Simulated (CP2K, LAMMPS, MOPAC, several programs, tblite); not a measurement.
Energy against volume for Si built on the 4H polytype prototype, at fixed shape and fractional coordinates, computed by several methods (PBE and r2SCAN, where shown, with plane waves in Ansatz); the cell shown is that of r2SCAN. With free coordinates or axes held, a curve is too stiff, and on another method's shape its minimum isn't the method's own volume. The symmetry is P6_3/mmc (No. 194, hexagonal); conventional cell a = 3.840 Å, c = 12.624 Å, 20.15 Å³ an atom. Si has 4 Si at 2.35 Å; Si has 4 Si at 2.35–2.38 Å. Simulation only: spin-unpolarised, and no claim that this is the phase found in nature. Energies count from each curve's lowest point; fits are third-order Birch-Murnaghan.

```xyz
8
Lattice="3.8402 0.0000 0.0000 -1.9201 3.3257 0.0000 0.0000 0.0000 12.6237" Properties=species:S:1:pos:R:3 pbc="T T T"
Si    0.0000    0.0000    0.0070
Si    0.0000    2.2171    3.1517
Si    0.0000    0.0000    6.3188
Si    1.9201    1.1086    9.4636
Si    0.0000    0.0000    2.3600
Si    0.0000    2.2171    5.5270
Si    0.0000    0.0000    8.6718
Si    1.9201    1.1086   11.8389
```

GFN1-xTB (tblite), on the shape of the cell shown, as a cluster of 72 atoms at the zone centre:

| V (Å³/atom) | E (meV/atom) |
| --- | --- |
| 17.734 | 378.90 |
| 18.943 | 175.75 |
| 20.152 | 60.49 |
| 21.362 | 8.16 |
| 22.571 | 0.00 |

V₀ = 22.22 Å³ an atom and B₀ = 85 GPa. The lowest point lies at an end of the range, so the fit is barely bracketed.

**Question.** PM7 (MOPAC), on the shape of the cell shown, as a cluster of 72 atoms at the zone centre, gives
```
V (Å³/atom)  E (meV/atom)
     17.734          0.00
     18.943          9.00
     20.152         96.24
     21.362        241.64
     22.571        429.98
```
What equilibrium volume and bulk modulus follow?

**Answer.** V₀ = 18.21 Å³ an atom and B₀ = 186 GPa. The lowest point lies at an end of the range, so the fit is barely bracketed.

**Question.** Si.tersoff (LAMMPS), on the shape of its own relaxed cell, gives
```csv
V (Å³/atom),E (meV/atom)
18.825,24.67
19.426,5.82
20.026,0.00
20.627,5.20
21.228,19.73
```
What equilibrium volume and bulk modulus follow?

**Answer.** V₀ = 20.03 Å³ an atom and B₀ = 98 GPa.

PBE/DZVP (CP2K), on the shape of the cell shown:

| V (Å³/atom) | E (meV/atom) |
| --- | --- |
| 17.734 | 122.25 |
| 18.943 | 31.90 |
| 20.152 | 0.00 |
| 21.362 | 11.05 |
| 22.571 | 53.50 |

V₀ = 20.39 Å³ an atom and B₀ = 89 GPa.

**Question.** SiC_Erhart-Albe.tersoff (LAMMPS), on the shape of its own relaxed cell, gives
```
V (Å³/atom)  E (meV/atom)
     18.800         24.92
     19.400          5.89
     20.000          0.00
     20.600          5.28
     21.200         20.05
```
What equilibrium volume and bulk modulus follow?

**Answer.** V₀ = 20.00 Å³ an atom and B₀ = 99 GPa.
